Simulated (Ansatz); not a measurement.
Runs of Ansatz 0.2.0 on Pb. It takes space group Fm-3m (No. 225, cubic). Conventional cell: a = 4.950 Å, b = 4.950 Å, c = 4.950 Å, α = 90.00°, β = 90.00°, γ = 90.00°. Pb (site symmetry m-3m) has 12 Pb at 3.50 Å as nearest neighbours. 

```csv
task,level,cell,k mesh,atoms under strain,pressure (GPa),relaxed volume (Å³/atom)
relaxation of cell and atoms,BLYP+D4,relaxed,9 × 9 × 9,-,0.0,31.57
relaxation of cell and atoms,revPBE+D3(BJ),relaxed,9 × 9 × 9,-,0.0,29.92
relaxation of cell and atoms,BLYP+D3(BJ),relaxed,9 × 9 × 9,-,0.0,(b)
relaxation of cell and atoms,revPBE+D4,relaxed,9 × 9 × 9,-,0.0,30.55
elastic constants,LDA,as given,7 × 7 × 7,clamped,(a),-
```

Alike in all rows: potentials or basis Ansatz PAW; no spin polarisation; cutoff (eV) 420; smearing fermi-dirac 0.05 eV.

**Question.** Estimate the missing entries.

**Answer.** (a) -1.5; (b) 30.71.

Caveats: the PAW data sets come from PBE, with cores solved anew for the run's functional, which leaves a small shift of forces and pressure; the plane-wave basis is chosen anew once the cell has moved, so the energies of steps on either side of that aren't comparable (some runs); elastic constants of metals need much finer meshes, so these are rough (some runs).

Runs at the PBE level aren't shown here.
